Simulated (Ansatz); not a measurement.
An elastic constant from a strain scan in GaAs

Level of theory: DFT PBE, scalar-relativistic, plane waves, PAW (Ansatz 0.2.0). Cutoff 420 eV, Γ-centred 10×10×10 k-points, Gaussian smearing of 0.03 eV. No spin polarisation. Energies are free energies at this smearing, counted from the undisturbed cell; pressure is positive in compression.

The undisturbed cell (relaxed at this level):

```
CELL_PARAMETERS angstrom
0.00000 2.87269 2.87269
2.87269 0.00000 2.87269
2.87269 2.87269 0.00000
ATOMIC_POSITIONS crystal
Ga 0.00000 0.00000 0.00000
As 0.75000 0.75000 0.75000
```

The cell is strained by ε times the Voigt pattern (0, 0, 1, 0, 0, 0) (xx, yy, zz, yz, xz, xy; engineering shear) with fractional coordinates fixed. The cell holds 2 atoms in V0 = 47.41 Å³. The stress column is τ = (1/V0) dE/dε, got from the stress tensor σ (compression positive) at each point as −det(1 + εP) σ : P(1 + εP)⁻¹, with P the pattern as a tensor.

| ε | ΔE (meV/atom) | τ (GPa) |
| --- | --- | --- |
| -0.0200 | 2.971 | -2.034 |
| -0.0150 | 1.657 | -1.514 |
| -0.0100 | 0.728 | -1.000 |
| -0.0050 | 0.175 | -0.493 |
| 0.0000 | 0.000 | 0.008 |
| 0.0050 | 0.188 | 0.503 |
| 0.0100 | 0.740 | 0.987 |
| 0.0150 | 1.643 | 1.449 |
| 0.0175 | 2.219 | 1.671 |
| 0.0200 | ? | ? |

Q: Which combination of elastic constants does this scan measure, and how large is it?

A: For small ε, τ = τ0 + Kε with K = pᵀCp, which for this pattern is C11 in the cubic axes. The parabola through τ at ε = -0.0050, 0 and 0.0050 has slope K = 100 GPa at zero. The energies per cell, E = NΔE, of the same two points give K = 2[E(ε₊)/ε₊ − E(ε₋)/ε₋]/[(ε₊ − ε₋)V0] = 98 GPa, in agreement.

Q: Predict the withheld row at ε = 0.0200 from the harmonic law, and compare.

A: ΔE = V0(τ0 ε + Kε²/2)/N = 2.970 meV/atom and τ = 2.00 GPa. The calculation gives 2.879 meV/atom and 1.89 GPa, a miss of 3.1 % of the harmonic energy, so the harmonic law still holds here.

The gap closes along the scan, which can put kinks into the curve.